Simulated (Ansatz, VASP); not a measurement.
# One calculation of KI, two programs

```xyz
2
Lattice="0.0000 3.5246 3.5246 3.5246 0.0000 3.5246 3.5246 3.5246 0.0000" Properties=species:S:1:pos:R:3 pbc="T T T"
K     0.0530   -0.0530    0.0000
I     3.5246    3.5246    3.5246
```

Change from the starting cell: all K atoms moved +0.075 Å, as atom 1 along Cartesian [1 -1 0].

Alike in both runs: task single point; functional PBE; k mesh 6 × 6 × 6; occupations gaussian, width 0.05 eV; no spin polarisation.

```csv
,VASP,Ansatz
version,VASP 6.6.1,Ansatz 0.2.0
potentials or method,"VASP PAW PBE potentials, release 64 (K_sv, I)","scalar-relativistic, plane waves, PAW"
plane-wave cutoff (eV),520,420
valence electrons in the cell,16,26
```

```tsv
	VASP	Ansatz	Ansatz less VASP
gap on the k mesh at the Fermi level (eV)	3.98	3.98	+0.004
least direct gap on the mesh (eV)	3.98	3.98	+0.004
pressure (GPa)	0.7	0.7	-0.04
rms of the force components (eV/Å)	0.049	0.048	-0.0005
```

Atom by atom the forces differ by 0.000 eV/Å (rms over components). The two sets of potentials don't hold the same shells in valence.

Caveats: spin-orbit coupling is left out, which moves the levels of the heavy elements.
